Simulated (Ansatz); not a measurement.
# As (Pm-3m) in Ansatz: further runs

The runs below take As through single point, equation of state, with PBE0.

Everything below comes from runs of Ansatz 0.2.0. Logs are shortened: lines on timing, memory, paths and dates and some standing lists are left out, and cuts for length are marked.

## (1) The crystal as given

It takes space group Pm-3m (No. 221, cubic). The conventional cell has a = 2.704 Å, b = 2.704 Å, c = 2.704 Å, α = 90.00°, β = 90.00°, γ = 90.00°. As (site symmetry m-3m) has 6 As at 2.70 Å as nearest neighbours.

This isn't the form of As at room conditions, which is rhombohedral.

## (2) Single point, PBE0, 18.58 Å³/atom (volume scaled by 0.94)

input.yaml reads:

```yaml
crystal:
  lattice:
    - [2.6484890792, 0.0, 0.0]
    - [0.0, 2.6484890792, 0.0]
    - [0.0, 0.0, 2.6484890792]
  atoms:
    - { symbol: As, position: [0.5, 0.5, 0.5] }
hamiltonian:
  xc: pbe0
  pseudopotentials: { kind: paw }
kpoints:
  mp_grid: { grid: [6, 6, 6] }
scf:
  occupations: { method: fermi_dirac, width: 0.05 }
output:
  forces: true
  stress: true
  eigenvalues: true
```

Potentials or basis: Ansatz PAW.

Command:

```bash
$ ansatz run input.yaml --threads 2 --pin off --max-ram 5632MiB --backend cpu --events-out ev --progress --plain --runs-dir out
```

Output:

```text
Warning: output.stress: scf.convergence.dr2_threshold = 1e-7 eV (the SCF's general default) is looser than the 1e-10 eV advised for a printed stress (1e-10 eV for each atom of the cell: 1). What an SCF threshold leaves in a stress goes as its square root, and in the free energy as the threshold itself, and one threshold admits the most on a small cell: of the crystals measured, under no hybrid functional and no lock of the moments, on runs that ended without the residual-converged pass, on stresses that held no estimate of that error, the worst erred by over 100 MPa in a component at 1e-7 eV an atom and by under 5 at 1e-10. Set scf.convergence.dr2_threshold to 1e-10 eV or tighter. The threshold is an SCF's pass mark: one that does not reach it within its budget of iterations ends unconverged, or closes short of it on a stop that the run arms, and scf.convergence.dr2_threshold's page says what that costs each kind of run
Warning: output.stress: scf.exx.energy_threshold = 1e-6 eV is looser than the 1e-8 eV advised for a stress under a hybrid functional (1e-8 eV for each atom of the cell: 1). Every SCF of the exchange loop can meet its threshold on dr2 while the loop round them stops early: no threshold on dr2 bounds what that leaves in the stress. Set scf.exx.energy_threshold to 1e-8 eV or tighter. The threshold is the loop's pass mark: a loop that does not reach it within its budget of cycles ends unconverged, and scf.exx.energy_threshold's page has the law
Warning: RAYON_NUM_THREADS=2 ignored (pool sized by the plan → 2); use --threads N
Engine: ansatz 0.2.0, x86_64-unknown-linux-gnu
Pseudopotentials: kind: paw
Pseudopotential: As, paw, valence charge 15, recommended cutoff 420 eV (normal), As.paw.azcp
Functional definition: PBE0
  parameter a = 0.25
  parameter kappa = 0.804
  parameter beta = 0.06672455060314922
  exchange = (1 - a)*pbe_x(kappa = kappa, mu = beta*pi^2/3) + a*exact_x
  correlation = pbe_c(beta = beta)
Crystal: 1 atoms, lattice volume = 18.578 Å³
Basis set: ecut = 420 eV, 365 PW (Γ), exchange–correlation on 36×36×36 points (8 copies of the dense FFT grid, shifted against one another)
Bands: 12, of which v1, the nominal top of the filled ones, is band 8 counted from 1 (7 counted from 0)
Symmetry: 48 space group operations
Space group: Pm-3m (ITA 221), of the structure as read, at distance tolerance 2.6e-5 Å
k-points: 20 of 216
Non-local potential: As, projectors of the file, l = 0: 2, l = 1: 2, l = 2: 3, l = 3: 1
PAW form: soft (Blöchl's): semilocal exchange-correlation on the pseudo side does not see the compensation charge
PAW frozen core: As, regenerated for the run's functional, and the local potential with it (the file was generated under x = pbe(κ = 0.804, μ = 0.2195149727645171), c = pbe(β = 0.06672455060314922))
PAW one-centre angular grid: As, 590 points (default); XC on 64 Gauss nodes
Initial density: superposition of atomic densities (neutral atoms: chi_scale 0, normalization atom), corrected by the library's trained network
Initial wavefunctions: pseudopotential atomic-orbital guess
Functional: x = pbe(κ = 0.804, μ = 0.2195149727645171), c = pbe(β = 0.06672455060314922), warm-up for x = 0.75 pbe(κ = 0.804, μ = 0.2195149727645171) + 0.25 exact, c = pbe(β = 0.06672455060314922)
SCF iter   1: F=—  HF=-4856.001222 eV  |F-HF|=—  |Δ(HF+E_count)|=         —  Δρ=1.29e-3  dr2=2.62e-4  ethr=1.77e-3  ⟨swp⟩=7.7  Hψ=1028  notcnv=0
preconditioner: auto → none  [insulator: Δε(μ)=0.445 eV  Ē_g=15.639 eV  σ=0.050 eV  W_gap=0.98  n_scr=6 (ndim 8)  ℏωp=19.3 eV  f_vac=0.000  D(μ)=0.07/eV (n_scr^D=0)]
SCF iter   2: F=—  HF=-4856.001249 eV  |F-HF|=—  |Δ(HF+E_count)|=   2.67e-5  Δρ=6.07e-4  dr2=6.12e-5  ethr=1.75e-6  ⟨swp⟩=4.0  Hψ=592  notcnv=0
iter 3 solved again at ethr=9.85e-9 eV; its pass at ethr=4.08e-7 eV (dr2=1.48e-6 eV) is discarded
SCF iter   3: F=—  HF=-4856.001273 eV  |F-HF|=—  |Δ(HF+E_count)|=   2.38e-5  Δρ=1.29e-4  dr2=1.50e-6  ethr=9.85e-9  ⟨swp⟩=2.4  Hψ=841  notcnv=0
SCF iter   4: F=-4856.001274 eV  HF=-4856.001274 eV  |F-HF|=1.51e-7  |Δ(HF+E_count)|=   1.39e-6  Δρ=2.93e-5  dr2=5.40e-8  ethr=9.85e-9  ⟨swp⟩=3.0  Hψ=545  notcnv=0
SCF 1 converged in 4 iterations: F = -4856.001274 eV  dr2 = 5.40e-8
[... 15 lines left out ...]
SCF iter   1: F=—  HF=-4857.014303 eV  |F-HF|=—  |Δ(HF+E_count)|=         —  Δρ=7.04e-5  dr2=2.98e-7  ethr=1.36e-6  ⟨swp⟩=2.0  Hψ=481  notcnv=0
preconditioner: auto → none  [insulator: Δε(μ)=1.012 eV  Ē_g=17.941 eV  σ=0.050 eV  W_gap=1.00  n_scr=6 (ndim 8)  ℏωp=19.3 eV  f_vac=0.000  D(μ)=0.00/eV (n_scr^D=0)]
SCF iter   2: F=—  HF=-4857.014304 eV  |F-HF|=—  |Δ(HF+E_count)|=   2.17e-7  Δρ=1.21e-5  dr2=4.33e-8  ethr=1.73e-9  ⟨swp⟩=4.0  Hψ=651  notcnv=0
SCF iter   3: F=—  HF=-4857.014304 eV  |F-HF|=—  |Δ(HF+E_count)|=   2.50e-7  Δρ=4.62e-6  dr2=3.52e-9  ethr=6.82e-11  ⟨swp⟩=4.0  Hψ=745  notcnv=0
SCF iter   4: F=-4857.014304 eV  HF=-4857.014304 eV  |F-HF|=1.82e-10  |Δ(HF+E_count)|=   7.44e-8  Δρ=1.14e-6  dr2=7.85e-10  ethr=1.18e-11  ⟨swp⟩=4.0  Hψ=684  notcnv=0
SCF 3 converged in 4 iterations: F = -4857.014304 eV  dr2 = 7.85e-10
  Residual-converged pass: ⟨swp⟩=1.8  Hψ=263  notcnv=0  max |occ|·‖R‖ = 2.4e-6 eV (tolerance 2.4e-6 eV)  dr2=7.85e-10  dr2_onsite=2.84e-10  max |Δocc| = 5.4e-16
hybrid outer 2: dexx = +3.037e-7 eV, tail = 2.27e-8 eV, Δε = 4.72e-3 eV (about 2.33e-4 eV left of the loop's levels)
hybrid SCF converged: 2 outer / 10 inner (+4 warm-up), last move |dexx| = 3.04e-7 eV, tail = 2.27e-8 eV
Stability not checked: this state was not tested for a lower state beside it, because the functional holds exact exchange (a hybrid, or Hartree-Fock), whose exchange loop this test does not read (fock_operator; see scf.lower_state_search)
Free energy (F): -4857.014304 eV
Frozen-core exchange: fock
Harris-Foulkes:  -4857.014304 eV  (|F-HF|=1.82e-10)
Internal energy: -4857.014298 eV  (E = F + TS)
E sigma→0 (E₀):  -4857.014301 eV
Entropy (-TS):   -0.000006 eV (-0.006 meV/atom)
Fermi energy:    13.212408 eV
--- Per-component energies (eV) ---
  E_band       = -250.250147
  E_kinetic    = 102.687023
  E_local      = -1491.124007  (includes V_loc(G=0)·N_el)
  E_nonlocal   = -670.824340
  E_hartree    = 852.849519
  E_xc         = -61.537876
  E_vxc        = -61.824404  (∫ρ·V_xc dr)
  E_exx        = -67.269635  (= α·E_x^exact, valence–valence)
  E_paw        = -1785.560924  (= ΣΔE_a)
  E_vpaw       = 299.674993  (= ΣTr[D̂ρ^β])
  E_aug_tail   = 0.000010  (compensation charges beyond the density's cutoff)
  E_ewald      = -1735.445614
  E_core_change = -0.788455  (= ΣΔE_core)
  E_smearing   = -0.000006  (= −TS)
  E_closure    = 0.000000  (closes the sum)
  Σ components = -4857.014304   (vs F -4857.014304, Δ=9.09e-13)
--- Forces (eV/Å), atoms counted from 1 ---
  atom   1  As    -0.00000000    -0.00000000    -0.00000000
  max |Σ_I F_I| component: 2.10e-29 eV/Å
--- Stress (GPa, compression-positive) ---
        4.764871       0.000000       0.000000
       -0.000000       4.764871       0.000000
        0.000000       0.000000       4.764871
  P = ⅓ Tr σ = 4.7649 GPa (47.649 kbar)
--- Band table (eV; the first three rows and the last of 20) ---
  k-point 0: bands = ["-27.6682", "-27.6682", "-27.5302", "-27.5302", "-27.5302", "-5.1079", "18.0518", "18.0518", "18.0518", "22.2948", "22.2948", "24.9773"]
  k-point 1: bands = ["-27.6667", "-27.6402", "-27.5390", "-27.5390", "-27.5295", "-4.5090", "12.4906", "18.6271", "18.6271", "22.8570", "24.5622", "29.0083"]
  k-point 2: bands = ["-27.6639", "-27.5841", "-27.5563", "-27.5563", "-27.5281", "-2.8252", "6.7488", "20.0053", "20.0053", "24.3194", "26.3255", "31.4793"]
  k-point 19: bands = ["-27.6028", "-27.6028", "-27.6028", "-27.4886", "-27.4886", "7.7502", "10.0373", "10.0373", "10.0373", "19.4211", "19.4211", "19.4211"]
```

Run time: 22 s. Hardware: 2 threads of Intel Xeon at 2.50GHz (Skylake/Cascade Lake), shared host; peak memory 0.68 GiB.

Results:

| Quantity | Value |
| --- | --- |
| Free energy | -4857.0143 eV |
| Pressure | 4.8 GPa |

Caveat: the k mesh is coarse (spacing up to 0.40 Å⁻¹), so the values aren't converged, least of all with exact exchange; the PAW data sets come from PBE, with cores solved anew for the run's functional, which leaves a small shift of forces and pressure; the thresholds are loose for stress.

## (3) Single point, PBE0, 18.97 Å³/atom (volume scaled by 0.96)

input.yaml: that of step 2 with these lines changed.

```diff
@@ -2,5 +2,5 @@
   lattice:
-    - [2.6484890792, 0.0, 0.0]
-    - [0.0, 2.6484890792, 0.0]
-    - [0.0, 0.0, 2.6484890792]
+    - [2.6671410253, 0.0, 0.0]
+    - [0.0, 2.6671410253, 0.0]
+    - [0.0, 0.0, 2.6671410253]
   atoms:
```

Potentials or basis: Ansatz PAW.

Command:

```bash
$ ansatz run input.yaml --threads 2 --pin off --max-ram 5632MiB --backend cpu --events-out ev --progress --plain --runs-dir out
```

Run time: 20 s. Hardware: 2 threads of Intel Xeon at 2.50GHz (Skylake/Cascade Lake), shared host; peak memory 0.68 GiB.

Results (log left out):

```yaml
Free_energy: -4857.0231 eV
Pressure: 2.4 GPa
Band_gap_on_the_k_mesh: none (metal or under the smearing width)
```

Caveat: the k mesh is coarse (spacing up to 0.39 Å⁻¹), so the values aren't converged, least of all with exact exchange; the PAW data sets come from PBE, with cores solved anew for the run's functional, which leaves a small shift of forces and pressure; the thresholds are loose for stress.

## (4) Single point, PBE0, 19.37 Å³/atom (volume scaled by 0.98)

input.yaml: that of step 3 with these lines changed.

```diff
@@ -2,5 +2,5 @@
   lattice:
-    - [2.6671410253, 0.0, 0.0]
-    - [0.0, 2.6671410253, 0.0]
-    - [0.0, 0.0, 2.6671410253]
+    - [2.6855356826, 0.0, 0.0]
+    - [0.0, 2.6855356826, 0.0]
+    - [0.0, 0.0, 2.6855356826]
   atoms:
```

Command:

```bash
$ ansatz run input.yaml --threads 2 --pin off --max-ram 5632MiB --backend cpu --events-out ev --progress --plain --runs-dir out
```

Wall time 22 s (2 threads of Intel Xeon at 2.50GHz (Skylake/Cascade Lake), shared host); peak memory 0.68 GiB.

It converged, with:

```
Free energy            : -4857.0263 eV
Pressure               : 0.2 GPa
Band gap on the k mesh : none (metal or under the smearing width)
```

Caveat: the k mesh is coarse (spacing up to 0.39 Å⁻¹), so the values aren't converged, least of all with exact exchange; the PAW data sets come from PBE, with cores solved anew for the run's functional, which leaves a small shift of forces and pressure; the thresholds are loose for stress.

## (5) Single point, PBE0, 19.76 Å³/atom

input.yaml: that of step 4 with these lines changed.

```diff
@@ -2,5 +2,5 @@
   lattice:
-    - [2.6855356826, 0.0, 0.0]
-    - [0.0, 2.6855356826, 0.0]
-    - [0.0, 0.0, 2.6855356826]
+    - [2.7036817444, 0.0, 0.0]
+    - [0.0, 2.7036817444, 0.0]
+    - [0.0, 0.0, 2.7036817444]
   atoms:
@@ -18 +18,5 @@
   eigenvalues: true
+  write_density: true
+  write_potential: true
+  elf: true
+  volumetric_format: npy
```

Command:

```bash
$ ansatz run input.yaml --threads 2 --pin off --max-ram 5632MiB --backend cpu --events-out ev --progress --plain --runs-dir out
```

It took 23 s on 2 threads of Intel Xeon at 2.50GHz (Skylake/Cascade Lake), shared host; peak memory 0.69 GiB.

It converged, with:

```
Free energy            : -4857.0245 eV
Pressure               : -1.7 GPa
Band gap on the k mesh : none (metal or under the smearing width)
```

Caveat: the k mesh is coarse (spacing up to 0.39 Å⁻¹), so the values aren't converged, least of all with exact exchange; the PAW data sets come from PBE, with cores solved anew for the run's functional, which leaves a small shift of forces and pressure; the thresholds are loose for stress.

## (6) Single point, PBE0, 20.16 Å³/atom (volume scaled by 1.02)

input.yaml reads:

```yaml
crystal:
  lattice:
    - [2.7215874433, 0.0, 0.0]
    - [0.0, 2.7215874433, 0.0]
    - [0.0, 0.0, 2.7215874433]
  atoms:
    - { symbol: As, position: [0.5, 0.5, 0.5] }
hamiltonian:
  xc: pbe0
  pseudopotentials: { kind: paw }
kpoints:
  mp_grid: { grid: [6, 6, 6] }
scf:
  occupations: { method: fermi_dirac, width: 0.05 }
output:
  forces: true
  stress: true
  eigenvalues: true
```

Potentials or basis: Ansatz PAW.

Command:

```bash
$ ansatz run input.yaml --threads 2 --pin off --max-ram 5632MiB --backend cpu --events-out ev --progress --plain --runs-dir out
```

It took 24 s on 2 threads of Intel Xeon at 2.50GHz (Skylake/Cascade Lake), shared host; peak memory 0.69 GiB.

Results (log left out):

| Quantity | Value |
| --- | --- |
| Free energy | -4857.0183 eV |
| Pressure | -3.4 GPa |
| Band gap on the k mesh | none (metal or under the smearing width) |

Caveat: the k mesh is coarse (spacing up to 0.38 Å⁻¹), so the values aren't converged, least of all with exact exchange; the PAW data sets come from PBE, with cores solved anew for the run's functional, which leaves a small shift of forces and pressure; the thresholds are loose for stress.

## (7) Single point, PBE0, 20.55 Å³/atom (volume scaled by 1.04)

input.yaml: that of step 6 with these lines changed.

```diff
@@ -2,5 +2,5 @@
   lattice:
-    - [2.7215874433, 0.0, 0.0]
-    - [0.0, 2.7215874433, 0.0]
-    - [0.0, 0.0, 2.7215874433]
+    - [2.7392605843, 0.0, 0.0]
+    - [0.0, 2.7392605843, 0.0]
+    - [0.0, 0.0, 2.7392605843]
   atoms:
@@ -18 +18,5 @@
   eigenvalues: true
+  write_density: true
+  write_potential: true
+  elf: true
+  volumetric_format: npy
```

Command:

```bash
$ ansatz run input.yaml --threads 2 --pin off --max-ram 5632MiB --backend cpu --events-out ev --progress --plain --runs-dir out
```

It took 30 s on 2 threads of Intel Xeon at 2.50GHz (Skylake/Cascade Lake), shared host; peak memory 0.7 GiB.

It converged, with:

* Free energy: -4857.0107 eV
* Pressure: -0.9 GPa
* Band gap on the k mesh: none (metal or under the smearing width)

Caveat: the k mesh is coarse (spacing up to 0.38 Å⁻¹), so the values aren't converged, least of all with exact exchange; the PAW data sets come from PBE, with cores solved anew for the run's functional, which leaves a small shift of forces and pressure; the thresholds are loose for stress.

## (8) Single point, PBE0, 20.95 Å³/atom (volume scaled by 1.06)

input.yaml reads:

```yaml
crystal:
  lattice:
    - [2.7567085743, 0.0, 0.0]
    - [0.0, 2.7567085743, 0.0]
    - [0.0, 0.0, 2.7567085743]
  atoms:
    - { symbol: As, position: [0.5, 0.5, 0.5] }
hamiltonian:
  xc: pbe0
  pseudopotentials: { kind: paw }
kpoints:
  mp_grid: { grid: [6, 6, 6] }
scf:
  occupations: { method: fermi_dirac, width: 0.05 }
output:
  forces: true
  stress: true
  eigenvalues: true
```

Command:

```bash
$ ansatz run input.yaml --threads 2 --pin off --max-ram 5632MiB --backend cpu --events-out ev --progress --plain --runs-dir out
```

It took 22 s on 2 threads of Intel Xeon at 2.50GHz (Skylake/Cascade Lake), shared host; peak memory 0.7 GiB.

Results (log left out):

- Free energy: -4857.0064 eV
- Pressure: -2.6 GPa
- Band gap on the k mesh: none (metal or under the smearing width)

Caveat: the k mesh is coarse (spacing up to 0.38 Å⁻¹), so the values aren't converged, least of all with exact exchange; the PAW data sets come from PBE, with cores solved anew for the run's functional, which leaves a small shift of forces and pressure; the thresholds are loose for stress.

## (9) Equation of state, PBE0

Potentials or basis: Ansatz PAW.

No new run: the results of the series are fitted here.

Results:

- Equilibrium volume: 19.33 Å³/atom (rough: see the caveat)
- Bulk modulus: 103 GPa (rough)

Energy against volume, from the lowest point:
```
volume (Å³/atom)  energy (meV/atom)
          18.578              11.97
          18.973               3.18
          19.368               0.00
          19.764               1.74
          20.159               7.99
          20.554              15.53
          20.949              19.85
```

Caveat: the k mesh is coarse (spacing up to 0.39 Å⁻¹), so the values aren't converged, least of all with exact exchange; the fit is doubtful: noisy points or a state that changes with volume; the PAW data sets were made with another functional, which shifts forces and pressure a little.
